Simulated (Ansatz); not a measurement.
Input and command of a plane-wave DFT calculation in Ansatz:

```yaml
crystal:
  lattice:
    - [1.8299960137, 1.0565486912, 5.9418405555]
    - [-1.8299960137, 1.0565486912, 5.9418405555]
    - [0.0, -2.1130973823, 5.9418405555]
  atoms:
    - { symbol: Mn, position: [0.0, 0.0, 0.0], spin: 4.55 }
    - { symbol: Mn, position: [0.5, 0.5, 0.5], spin: 4.55 }
    - { symbol: S, position: [0.74999955, 0.74999955, 0.74999955], spin: 0.15 }
    - { symbol: S, position: [0.25000045, 0.25000045, 0.25000045], spin: 0.15 }
basis:
  ecutwfc: 420
kpoints:
  mp_grid: { grid: [12, 12, 12] }
hamiltonian:
  xc: pbe
scf:
  occupations: { method: gaussian, width: 0.1 }
output:
  forces: true
  stress: true
  eigenvalues: true
  populations: true
magnetization:
  spin_polarized: true
relax:
  adjacent_minimum: "off"
  f_tol: 0.01
  max_steps: 80
  cell: { stress_tol: 0.05 }
```

```bash
ansatz run input.yaml --threads 1 --pin off --max-ram 2560MiB --backend cpu --events-out ev --progress --plain --runs-dir out
```

Processor: Intel(R) Xeon(R) 6975P-C (Granite Rapids), 1 thread, on a host shared with other jobs.

Question: How long does it run, and how much memory does it take?

Answer: About 120 s on 1 thread of Intel(R) Xeon(R) 6975P-C (Granite Rapids) (shared host), peak memory 0.83 GiB. It solves 31 bands at 189 k points (the mesh reduced by the symmetry that the task leaves, which can be less than the crystal's) with about 1273 plane waves (on the last cell), in 40 SCF iterations over 5 ionic steps.
